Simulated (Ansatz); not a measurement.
**Relativistic treatment of WC**

```
CELL_PARAMETERS angstrom
2.90050 0.00000 0.00000
-1.45025 2.51191 0.00000
0.00000 0.00000 2.82900
ATOMIC_POSITIONS crystal
W 0.00000 0.00000 0.00000
C 0.66667 0.33333 0.50000
```

Atom numbers follow the list: W1, C2.

Conventional cell: a = 2.901 Å, b = 2.901 Å, c = 2.829 Å, α = 90.00°, β = 90.00°, γ = 120.00°. W (atom 1) is surrounded by 6 C at 2.19 Å. C (atom 2) has 6 W at 2.19 Å as nearest neighbours.

The geometry is COD entry 2102244, unchecked; take it as a test cell.

One fixed cell is solved with PBE by all-electron LAPW in Ansatz 0.2.0 under different relativistic treatments. Pressure is positive in compression.

The runs use a Γ-centred 14×14×13 k mesh, Fermi–Dirac smearing of 0.05 eV, basis error target 0.5 meV/atom, no spin polarisation.

| setting | P (GPa) |
| --- | --- |
| scalar-relativistic | 8.58 |
| non-relativistic | 28.78 |
| with spin–orbit coupling | 8.24 |
| scalar-relativistic, point nuclei | 8.56 |
